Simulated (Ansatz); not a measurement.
## Which of these structures of LiCl lies lowest?

Theory: Ansatz 0.2.0, DFT, PBE, all-electron LAPW, scalar-relativistic.

Each cell is taken as listed (from a database or a relaxation; residual pressures are under 0.6 GPa and forces under 0.08 eV/Å), on meshes of about 0.2 Å⁻¹ spacing; energies are extrapolated to zero smearing, with no zero-point or thermal terms. Other structures, the observed one among them, may be missing from this set and lie lower. No run is spin-polarised.

(1) Order the structures by energy per atom, lowest first, and give the differences.
A.
Space group P6_3mc (No. 186). a = 3.926 Å, b = 3.926 Å, c = 6.287 Å, α = 90.00°, β = 90.00°, γ = 120.00°
```csv
atom,site,symmetry,x,y,z
Li,2b,3m.,0.3333,0.6667,0.9976
Cl,2b,3m.,0.3333,0.6667,0.3784
```
(wurtzite type, relaxed by us; 10×10×6 mesh on the primitive cell, smearing 0.05 eV, P = 0.0 GPa)
B.
```cif
data_structure
_symmetry_space_group_name_H-M 'Fm-3m'
_symmetry_Int_Tables_number 225
_cell_length_a 5.1295
_cell_length_b 5.1295
_cell_length_c 5.1295
_cell_angle_alpha 90.000
_cell_angle_beta 90.000
_cell_angle_gamma 90.000
_cell_volume 134.97
loop_
_atom_site_label
_atom_site_type_symbol
_atom_site_symmetry_multiplicity
_atom_site_Wyckoff_symbol
_atom_site_fract_x
_atom_site_fract_y
_atom_site_fract_z
_atom_site_occupancy
Li1 Li 4 a 0.00000 0.00000 0.00000 1
Cl1 Cl 4 b 0.50000 0.00000 0.00000 1
```
(COD 1011314, reported, may be off; 9×9×9 mesh on the primitive cell, smearing 0.03 eV, P = 0.4 GPa)

Results:

(1) A (0 meV/atom), B (25 meV/atom).
